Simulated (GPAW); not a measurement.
# Work function of 1T-MgI2 monolayer at several levels

Aim: the work function of both faces of 1T-MgI2 monolayer, and its spread over functionals and bases. Where a layer proves gapped, the work function hangs on where the smearing puts the Fermi level, and the band edges take its place.

Method: GPAW, PAW setups; layer in a repeated cell with vacuum, relaxation of atoms and in-plane cell, in the first sound run; inputs show where later runs differ, in GPAW 26.7.0.

This is a report of a sequence of runs, with most program output left out.

### 1. The structure

The cell holds 3 atoms: 2 I and 1 Mg. Its edges and angles: a = 4.200 Å, b = 4.200 Å, c = 16.592 Å, α = 90.0°, β = 90.0°, γ = 120.0°. Vacuum lies along c.

### 2. Relaxing the atoms

Forces are removed first; all later runs use this geometry.

run.py reads:

```python
import json
import numpy as np
from ase import Atoms
from ase.filters import FrechetCellFilter
from ase.optimize import BFGS
from gpaw import GPAW, PW

slab = Atoms(
    ['I', 'Mg', 'I'],
    positions=[
        [2.10000, 1.21244, 7.00000],
        [0.00000, 0.00000, 8.29605],
        [-0.00000, 2.42487, 9.59210]],
    cell=[[4.2, 0.0, 0.0], [-2.1, 3.63731, 0.0], [0.0, 0.0, 16.5921]],
    pbc=[True, True, True])

slab.calc = GPAW(mode=PW(600), xc='PBE', kpts={'size': (9, 9, 1), 'gamma': True},
                 occupations={'name': 'fermi-dirac', 'width': 0.05}, nbands='200%',
                 convergence={'density': 1e-05}, maxiter=200,
                 symmetry={'tolerance': 1e-3}, txt='slab.txt')
result = {}
# The in-plane cell is free; stress needs a cell that repeats along all three vectors
path = []
opt = BFGS(FrechetCellFilter(slab, mask=[1, 1, 0, 0, 0, 1]), maxstep=0.2)
opt.attach(lambda: path.append((slab.get_potential_energy(), slab.positions.tolist(), slab.get_forces().tolist())))
result['relaxed'] = bool(opt.run(fmax=0.02, steps=45))
result['path'] = path
result['cell'] = slab.cell.tolist()
print('in-plane lattice', slab.cell.cellpar().round(4)[[0, 1, 5]])
energy = slab.get_potential_energy()
fermi = slab.calc.get_fermi_level()
v = slab.calc.get_electrostatic_potential().mean((0, 1)) - fermi
n = slab.calc.get_pseudo_density().mean((0, 1))
L = slab.cell[2, 2]
z = np.arange(len(v)) * L / len(v)
low, high = slab.positions[:, 2].min(), slab.positions[:, 2].max()
below, above = np.interp([low - 4.8, high + 4.8], z, v)
slopes = [np.interp(x, z, np.gradient(v, z)) for x in (low - 4.8, high + 4.8)]
eps = np.array([[slab.calc.get_eigenvalues(k, s) for k in range(len(slab.calc.get_ibz_k_points()))]
                for s in range(slab.calc.get_number_of_spins())]) - fermi
top, bottom = eps[eps < 0].max(), eps[eps > 0].min()
dipole = slab.get_dipole_moment()[2]
print(f'energy {energy:.4f} eV, Fermi level {fermi:.4f} eV, dipole {dipole:.5f} e A')
print(f'potential 4.8 A off the faces, from the Fermi level: lower {below:.4f} eV, upper {above:.4f} eV')
print(f'slope of the potential there: lower {slopes[0]:.5f}, upper {slopes[1]:.5f} eV/A')
print(f'nearest levels on the mesh: {top:.4f} and {bottom:.4f} eV')
print('magnetic moment', round(slab.get_magnetic_moment(), 3))
result.update(energy=energy, fermi=fermi, dipole=dipole, below=below, above=above, slopes=slopes, edges=[top, bottom],
              z=z.tolist(), v=v.tolist(), n=n.tolist(), positions=slab.positions.tolist(),
              forces=slab.get_forces(apply_constraint=False).tolist(), moments=slab.get_magnetic_moments().tolist())
json.dump(result, open('result.json', 'w'))
```

Run with:

```
$ OMP_NUM_THREADS=1 OPENBLAS_NUM_THREADS=1 python run.py
```

The job ended after 6.8 min (1 thread of Arm Neoverse V2, shared host; peak memory 0.41 GiB).

This step gave:

```
dipole along the normal                    : 1.45e-4 e·Å
levels nearest the Fermi level on the mesh : -1.593, 2.130 eV from the Fermi level
```

Electrostatic potential energy of an electron (without an applied field's), less the Fermi level, planar mean against z:

z (Å), electrostatic potential energy of an electron (without an applied field's), less the Fermi level, planar mean (eV) and a bar from the least value:
```
      0.0        4.9 ##############################
      0.5        4.9 ##############################
      1.0        4.9 ##############################
      1.5        4.9 ##############################
      2.0        4.9 ##############################
      2.5        4.9 ##############################
      3.0        4.9 ##############################
      3.5        4.9 ##############################
      4.0        4.9 ##############################
      4.5        4.8 ##############################
      5.0        4.5 #############################
      5.5        3.0 ###########################
      6.0       -2.7 ##################
      6.5      -13.4 #
      7.0       -9.1 ########
      7.5       -2.2 ###################
      8.0       -3.5 #################
      8.5       -4.1 ################
      9.0       -1.9 ###################
      9.5       -7.2 ###########
     10.0      -14.2 
     10.5       -4.6 ###############
     11.0        2.4 ##########################
     11.5        4.3 #############################
     12.0        4.8 ##############################
     12.5        4.9 ##############################
     13.0        4.9 ##############################
     13.5        4.9 ##############################
     14.0        4.9 ##############################
     14.5        4.9 ##############################
     15.0        4.9 ##############################
     15.5        4.9 ##############################
     16.0        4.9 ##############################
     16.5        4.9 ##############################
```

The pseudo valence density, planar mean by z:

| z (Å) | pseudo valence density, planar mean (e/Å³) |
| --- | --- |
| 0.00 | 0 |
| 0.52 | 0 |
| 0.86 | 0 |
| 1.38 | 0 |
| 1.73 | 1.3e-6 |
| 2.25 | 5.6e-6 |
| 2.59 | 1.6e-5 |
| 3.11 | 7.5e-5 |
| 3.63 | 3.5e-4 |
| 3.98 | 9.9e-4 |
| 4.49 | 0.00465 |
| 4.84 | 0.0130 |
| 5.36 | 0.0582 |
| 5.70 | 0.140 |
| 6.22 | 0.245 |
| 6.74 | 0.152 |
| 7.09 | 0.280 |
| 7.60 | 0.187 |
| 7.95 | 0.398 |
| 8.47 | 0.736 |
| 8.81 | 0.215 |
| 9.33 | 0.267 |
| 9.68 | 0.231 |
| 10.20 | 0.186 |
| 10.72 | 0.198 |
| 11.06 | 0.0920 |
| 11.58 | 0.0217 |
| 11.93 | 0.00780 |
| 12.44 | 0.00166 |
| 12.79 | 5.9e-4 |
| 13.31 | 1.3e-4 |
| 13.83 | 2.7e-5 |
| 14.17 | 9.5e-6 |
| 14.69 | 2.0e-6 |
| 15.04 | 0 |
| 15.56 | 0 |
| 15.90 | 0 |
| 16.42 | 0 |

The relaxation lowered the energy of the cell by 0.844 eV (energies extrapolated to zero smearing; the optimiser's log prints free energies). The largest force left on a free atom is 7.3e-4 eV/Å.

### 3. The slab's potential

The work function is the vacuum plateau of the electrostatic potential less the Fermi level; a dipole layer lets the two faces have plateaus of their own.

This step: GPAW, PAW setups; slab in vacuum (GPAW 26.7.0).

The cell differs from the one that the last finished run ended in (c 16.592 → 17.349 Å).

run.py: that of step 2 with these lines changed.

```diff
@@ -3,4 +3,2 @@
 from ase import Atoms
-from ase.filters import FrechetCellFilter
-from ase.optimize import BFGS
 from gpaw import GPAW, PW
@@ -10,21 +8,14 @@
     positions=[
-        [2.10000, 1.21244, 7.00000],
-        [0.00000, 0.00000, 8.29605],
-        [-0.00000, 2.42487, 9.59210]],
-    cell=[[4.2, 0.0, 0.0], [-2.1, 3.63731, 0.0], [0.0, 0.0, 16.5921]],
-    pbc=[True, True, True])
+        [2.10196, 1.21357, 7.00000],
+        [-0.00000, 0.00000, 8.67432],
+        [0.00000, 2.42714, 10.34865]],
+    cell=[[4.20393, -0.0, 0.0], [-2.10196, 3.64071, 0.0], [0.0, 0.0, 17.3486]],
+    pbc=[True, True, False])
 
-slab.calc = GPAW(mode=PW(600), xc='PBE', kpts={'size': (9, 9, 1), 'gamma': True},
+slab.calc = GPAW(mode=PW(400), xc='PBE', kpts={'size': (9, 9, 1), 'gamma': True},
                  occupations={'name': 'fermi-dirac', 'width': 0.05}, nbands='200%',
                  convergence={'density': 1e-05}, maxiter=200,
+                 poissonsolver={'dipolelayer': 'xy'},
                  symmetry={'tolerance': 1e-3}, txt='slab.txt')
 result = {}
-# The in-plane cell is free; stress needs a cell that repeats along all three vectors
-path = []
-opt = BFGS(FrechetCellFilter(slab, mask=[1, 1, 0, 0, 0, 1]), maxstep=0.2)
-opt.attach(lambda: path.append((slab.get_potential_energy(), slab.positions.tolist(), slab.get_forces().tolist())))
-result['relaxed'] = bool(opt.run(fmax=0.02, steps=45))
-result['path'] = path
-result['cell'] = slab.cell.tolist()
-print('in-plane lattice', slab.cell.cellpar().round(4)[[0, 1, 5]])
 energy = slab.get_potential_energy()
```

Elapsed: 21 s, on 1 thread; peak memory 0.23 GiB.

Numbers from this step:

```yaml
dipole_along_the_normal: 6.98e-4 e·Å
levels_nearest_the_fermi_level_on_the_mesh: -2.243, 1.477 eV from the Fermi level
upper_work_function: 4.229 eV
lower_work_function: 4.235 eV
upper_ionisation_energy: 6.472 eV
```

Table of electrostatic potential energy of an electron (without an applied field's), less the Fermi level, planar mean by z:

| z (Å) | electrostatic potential energy of an electron (without an applied field's), less the Fermi level, planar mean (eV) |
| --- | --- |
| 0.0 | 4.23 |
| 0.5 | 4.24 |
| 1.0 | 4.24 |
| 1.5 | 4.24 |
| 2.0 | 4.24 |
| 2.5 | 4.24 |
| 3.0 | 4.23 |
| 3.5 | 4.23 |
| 4.0 | 4.23 |
| 4.5 | 4.20 |
| 5.0 | 4.10 |
| 5.5 | 3.61 |
| 6.0 | 1.56 |
| 6.5 | -5.88 |
| 7.0 | -14.9 |
| 7.5 | -7.26 |
| 8.0 | -2.60 |
| 8.5 | -4.93 |
| 9.0 | -3.99 |
| 9.5 | -3.00 |
| 10.0 | -10.4 |
| 10.5 | -13.7 |
| 11.0 | -2.79 |
| 11.5 | 2.49 |
| 12.0 | 3.84 |
| 12.5 | 4.14 |
| 13.0 | 4.21 |
| 13.5 | 4.22 |
| 14.0 | 4.23 |
| 14.5 | 4.23 |
| 15.0 | 4.23 |
| 15.5 | 4.23 |
| 16.0 | 4.23 |
| 16.5 | 4.23 |
| 17.0 | 4.23 |

The pseudo valence density, planar mean by z:

| z (Å) | pseudo valence density, planar mean (e/Å³) |
| --- | --- |
| 0.00 | 0 |
| 0.43 | 0 |
| 0.86 | 0 |
| 1.29 | 0 |
| 1.93 | 1.4e-6 |
| 2.36 | 3.2e-6 |
| 2.78 | 9.8e-6 |
| 3.21 | 3.3e-5 |
| 3.64 | 1.2e-4 |
| 4.07 | 4.2e-4 |
| 4.71 | 0.00288 |
| 5.14 | 0.0104 |
| 5.57 | 0.0364 |
| 6.00 | 0.115 |
| 6.43 | 0.245 |
| 6.85 | 0.153 |
| 7.50 | 0.282 |
| 7.92 | 0.196 |
| 8.35 | 0.440 |
| 8.78 | 0.848 |
| 9.21 | 0.208 |
| 9.64 | 0.249 |
| 10.28 | 0.136 |
| 10.71 | 0.236 |
| 11.14 | 0.183 |
| 11.57 | 0.0661 |
| 11.99 | 0.0196 |
| 12.42 | 0.00547 |
| 13.06 | 8.0e-4 |
| 13.49 | 2.2e-4 |
| 13.92 | 6.1e-5 |
| 14.35 | 1.6e-5 |
| 14.78 | 4.1e-6 |
| 15.21 | 0 |
| 15.85 | 0 |
| 16.28 | 0 |
| 16.71 | 0 |
| 17.13 | 0 |

The layer is gapped, so the Fermi level lies somewhere inside the gap, set by smearing and numerics, and these work functions are no property of the material; the band edges below the vacuum level are. The potential is flat to 1.4e-4 eV/Å where it is read, so the vacuum is wide enough.

### 4. Self-consistent run: xc = "LDA"

The same geometry under LDA, to see how far the functional moves the levels against the vacuum.

run.py: that of step 3 with these lines changed.

```diff
@@ -14,3 +14,3 @@
 
-slab.calc = GPAW(mode=PW(400), xc='PBE', kpts={'size': (9, 9, 1), 'gamma': True},
+slab.calc = GPAW(mode=PW(400), xc='LDA', kpts={'size': (9, 9, 1), 'gamma': True},
                  occupations={'name': 'fermi-dirac', 'width': 0.05}, nbands='200%',
```

Wall time 21 s (1 thread); peak memory 0.22 GiB.

This step gave:

* dipole along the normal: 7.04e-4 e·Å
* levels nearest the Fermi level on the mesh: -2.187, 1.387 eV from the Fermi level
* upper work function: 4.495 eV
* lower work function: 4.501 eV
* upper ionisation energy: 6.682 eV

Table of electrostatic potential energy of an electron (without an applied field's), less the Fermi level, planar mean by z:

| z (Å) | electrostatic potential energy of an electron (without an applied field's), less the Fermi level, planar mean (eV) |
| --- | --- |
| 0 | 4.50 |
| 1 | 4.50 |
| 2 | 4.50 |
| 3 | 4.50 |
| 4 | 4.49 |
| 5 | 4.36 |
| 6 | 1.83 |
| 7 | -14.6 |
| 8 | -2.29 |
| 9 | -3.68 |
| 10 | -10.1 |
| 11 | -2.50 |
| 12 | 4.11 |
| 13 | 4.48 |
| 14 | 4.49 |
| 15 | 4.49 |
| 16 | 4.49 |
| 17 | 4.50 |

The pseudo valence density, planar mean oscillates, so the rows of the table below give means over windows of 1.07 Å about each position, cut where the curve ends. Its maxima inside the range that stand out by 2 % of the span (Å: e/Å³): 6.4: 0.246, 7.5: 0.282, 8.8: 0.848, 9.9: 0.282, 10.9: 0.246. Its minima: 7.1: 0.135, 7.9: 0.195, 9.4: 0.195, 10.3: 0.135.

The pseudo valence density, planar mean by z; means over each step:

| z (Å) | pseudo valence density, planar mean (e/Å³) |
| --- | --- |
| 2.67 | 9.1e-6 |
| 3.74 | 2.4e-4 |
| 4.81 | 0.00604 |
| 5.88 | 0.105 |
| 6.95 | 0.203 |
| 8.02 | 0.329 |
| 9.09 | 0.451 |
| 10.16 | 0.208 |
| 11.23 | 0.150 |
| 12.30 | 0.0119 |
| 13.37 | 4.8e-4 |
| 14.44 | 1.8e-5 |

Force by atom:

| atom | x (eV/Å) | y (eV/Å) | z (eV/Å) | size |
| --- | --- | --- | --- | --- |
| I1 | 0.000 | 0.000 | 0.304 | 0.304 |
| Mg2 | 0.000 | 0.000 | 0.000 | 0.000 |
| I3 | 0.000 | 0.000 | -0.304 | 0.304 |

The highest filled level lies 2.19 eV under the Fermi level, so the ionisation energy from the upper face is 4.495 + 2.19 = 6.682 eV, against 6.472 eV in the base run.

### 5. Self-consistent run: xc = "revPBE"

The same geometry under revPBE, to see how far the functional moves the levels against the vacuum.

run.py: that of step 4 with these lines changed.

```diff
@@ -14,3 +14,3 @@
 
-slab.calc = GPAW(mode=PW(400), xc='LDA', kpts={'size': (9, 9, 1), 'gamma': True},
+slab.calc = GPAW(mode=PW(400), xc='revPBE', kpts={'size': (9, 9, 1), 'gamma': True},
                  occupations={'name': 'fermi-dirac', 'width': 0.05}, nbands='200%',
```

Elapsed: 21 s, on 1 thread; peak memory 0.23 GiB.

Numbers from this step:

* dipole along the normal: 6.97e-4 e·Å
* levels nearest the Fermi level on the mesh: -2.273, 1.562 eV from the Fermi level
* upper work function: 4.129 eV
* lower work function: 4.135 eV
* upper ionisation energy: 6.402 eV

Table of electrostatic potential energy of an electron (without an applied field's), less the Fermi level, planar mean by z:

| z (Å) | electrostatic potential energy of an electron (without an applied field's), less the Fermi level, planar mean (eV) |
| --- | --- |
| 0.0 | 4.13 |
| 0.5 | 4.14 |
| 1.0 | 4.14 |
| 1.5 | 4.14 |
| 2.0 | 4.14 |
| 2.5 | 4.14 |
| 3.0 | 4.13 |
| 3.5 | 4.13 |
| 4.0 | 4.13 |
| 4.5 | 4.10 |
| 5.0 | 4.00 |
| 5.5 | 3.52 |
| 6.0 | 1.47 |
| 6.5 | -5.96 |
| 7.0 | -14.9 |
| 7.5 | -7.35 |
| 8.0 | -2.71 |
| 8.5 | -5.04 |
| 9.0 | -4.11 |
| 9.5 | -3.10 |
| 10.0 | -10.5 |
| 10.5 | -13.7 |
| 11.0 | -2.87 |
| 11.5 | 2.40 |
| 12.0 | 3.74 |
| 12.5 | 4.04 |
| 13.0 | 4.11 |
| 13.5 | 4.12 |
| 14.0 | 4.13 |
| 14.5 | 4.13 |
| 15.0 | 4.13 |
| 15.5 | 4.13 |
| 16.0 | 4.13 |
| 16.5 | 4.13 |
| 17.0 | 4.13 |

The highest filled level lies 2.27 eV under the Fermi level, so the ionisation energy from the upper face is 4.129 + 2.27 = 6.402 eV, against 6.472 eV in the base run.

### 6. OptPBE vdW: xc = "optPBE-vdW"

The same geometry under optPBE-vdW, to see how far the functional moves the levels against the vacuum (the van der Waals functionals take revPBE setups).

run.py: that of step 5 with these lines changed.

```diff
@@ -14,3 +14,3 @@
 
-slab.calc = GPAW(mode=PW(400), xc='revPBE', kpts={'size': (9, 9, 1), 'gamma': True},
+slab.calc = GPAW(mode=PW(400), xc='optPBE-vdW', kpts={'size': (9, 9, 1), 'gamma': True},
                  occupations={'name': 'fermi-dirac', 'width': 0.05}, nbands='200%',
```

Wall time 33 s (1 thread); peak memory 0.39 GiB.

This step gave:

| Quantity | Value |
| --- | --- |
| levels nearest the Fermi level on the mesh | -2.371, 1.428 eV from the Fermi level |
| upper work function | 4.307 eV |
| lower work function | 4.314 eV |
| upper ionisation energy | 6.679 eV |

Electrostatic potential energy of an electron (without an applied field's), less the Fermi level, planar mean against z:

z (Å), electrostatic potential energy of an electron (without an applied field's), less the Fermi level, planar mean (eV) and a bar from the least value:
```
        0        4.3 ##############################
        1        4.3 ##############################
        2        4.3 ##############################
        3        4.3 ##############################
        4        4.3 ##############################
        5        4.2 ##############################
        6        1.5 ##########################
        7      -14.9 
        8       -2.7 ###################
        9       -4.2 #################
       10      -10.5 #######
       11       -2.8 ###################
       12        3.9 #############################
       13        4.3 ##############################
       14        4.3 ##############################
       15        4.3 ##############################
       16        4.3 ##############################
       17        4.3 ##############################
```

The highest filled level lies 2.37 eV under the Fermi level, so the ionisation energy from the upper face is 4.307 + 2.37 = 6.679 eV, against 6.472 eV in the base run.

### 7. Self-consistent run: xc = "vdW-DF2"

The same geometry under vdW-DF2, to see how far the functional moves the levels against the vacuum (the van der Waals functionals take revPBE setups).

run.py: that of step 6 with these lines changed.

```diff
@@ -14,3 +14,3 @@
 
-slab.calc = GPAW(mode=PW(400), xc='optPBE-vdW', kpts={'size': (9, 9, 1), 'gamma': True},
+slab.calc = GPAW(mode=PW(400), xc='vdW-DF2', kpts={'size': (9, 9, 1), 'gamma': True},
                  occupations={'name': 'fermi-dirac', 'width': 0.05}, nbands='200%',
```

Wall time 32 s (1 thread); peak memory 0.39 GiB.

This step gave:

```yaml
dipole_along_the_normal: 6.98e-4 e·Å
levels_nearest_the_fermi_level_on_the_mesh: -2.080, 1.391 eV from the Fermi level
upper_work_function: 4.697 eV
lower_work_function: 4.704 eV
upper_ionisation_energy: 6.778 eV
```

Electrostatic potential energy of an electron (without an applied field's), less the Fermi level, planar mean against z:

| z (Å) | electrostatic potential energy of an electron (without an applied field's), less the Fermi level, planar mean (eV) |
| --- | --- |
| 0.0 | 4.70 |
| 0.5 | 4.70 |
| 1.0 | 4.70 |
| 1.5 | 4.70 |
| 2.0 | 4.70 |
| 2.5 | 4.70 |
| 3.0 | 4.70 |
| 3.5 | 4.70 |
| 4.0 | 4.69 |
| 4.5 | 4.66 |
| 5.0 | 4.53 |
| 5.5 | 4.00 |
| 6.0 | 1.85 |
| 6.5 | -5.67 |
| 7.0 | -14.7 |
| 7.5 | -7.17 |
| 8.0 | -2.57 |
| 8.5 | -4.95 |
| 9.0 | -4.00 |
| 9.5 | -2.95 |
| 10.0 | -10.3 |
| 10.5 | -13.5 |
| 11.0 | -2.56 |
| 11.5 | 2.81 |
| 12.0 | 4.24 |
| 12.5 | 4.59 |
| 13.0 | 4.67 |
| 13.5 | 4.69 |
| 14.0 | 4.70 |
| 14.5 | 4.70 |
| 15.0 | 4.70 |
| 15.5 | 4.70 |
| 16.0 | 4.70 |
| 16.5 | 4.70 |
| 17.0 | 4.70 |

The highest filled level lies 2.08 eV under the Fermi level, so the ionisation energy from the upper face is 4.697 + 2.08 = 6.778 eV, against 6.472 eV in the base run.

### 8. Self-consistent run: xc = "RPBE"

The same geometry under RPBE, to see how far the functional moves the levels against the vacuum.

run.py: that of step 7 with these lines changed.

```diff
@@ -14,3 +14,3 @@
 
-slab.calc = GPAW(mode=PW(400), xc='vdW-DF2', kpts={'size': (9, 9, 1), 'gamma': True},
+slab.calc = GPAW(mode=PW(400), xc='RPBE', kpts={'size': (9, 9, 1), 'gamma': True},
                  occupations={'name': 'fermi-dirac', 'width': 0.05}, nbands='200%',
```

The job ended after 22 s (1 thread; peak memory 0.22 GiB).

Numbers from this step:

```
dipole along the normal                    : 6.97e-4 e·Å
levels nearest the Fermi level on the mesh : -2.278, 1.569 eV from the Fermi level
upper work function                        : 4.130 eV
lower work function                        : 4.136 eV
upper ionisation energy                    : 6.408 eV
```

The highest filled level lies 2.28 eV under the Fermi level, so the ionisation energy from the upper face is 4.130 + 2.28 = 6.408 eV, against 6.472 eV in the base run.

(Continued in part 2 of 2.)

[Logs are printed without paths, hosts, clocks, repeated set-up lines and the standing remarks that a program may print on its own settings, such as how far it seeks lower states.]

[Hosts, paths, dates, database ids (printed as entryN), source tags and the programs' standing remarks are cut or masked in the printed files.]
